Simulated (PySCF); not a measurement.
A structure optimised at PBE0-D3(BJ)/def2-SVP (Å):
```
C 
C   1  1.3508
C   2  1.4952  1  109.04
C   3  1.4952  2  103.60  1     0.02
C   4  1.3508  3  109.04  2    -0.02
H   1  1.0916  2  126.15  3   179.99
H   2  1.0906  1  126.70  3  -179.99
H   3  1.1067  2  111.98  1  -120.85
H   3  1.1066  2  112.02  1   120.95
H   4  1.0906  3  124.27  2  -180.00
H   5  1.0916  1  124.69  2  -180.00
```
Z-matrix in Å and degrees, rows numbered from 1.

Charge 0, singlet.

Q: Which heavy atoms are bonded, and with what formal order?

A: C1–C2 (double); C2–C3 (single); C3–C4 (single); C4–C5 (double); C1–C5 (single). Hydrogens: H6 on C1; H7 on C2; H8, H9 on C3; H10 on C4; H11 on C5.

Q: Write the SMILES.

A: `C1=CCC=C1`, C5H6.

Q: What is the point group of this geometry?

A: C2v (tolerance 0.08 Å).

Q: Which rings does it hold (smallest set)?

A: C1–C2–C3–C4–C5 (5 members, 0.00 Å rms from planarity).

Q: Describe the place of each heavy atom.

A: C1/C5: alkene CH carbon; C2/C4: alkene CH carbon; C3: allylic carbon.

Q: What is the arrangement about C2?

A: It has 3 neighbours (C1, C3, H7) and is planar (angles 126.7°, 124.3° and 109.0°, sum 360.0°, 0.00 Å off the plane of its three neighbours).

Q: What is the arrangement about C1?

A: It has 3 neighbours (C2, C5, H6) and is planar (angles 126.1°, 124.7° and 109.2°, sum 360.0°, 0.00 Å off the plane of its three neighbours).

These are computed values.
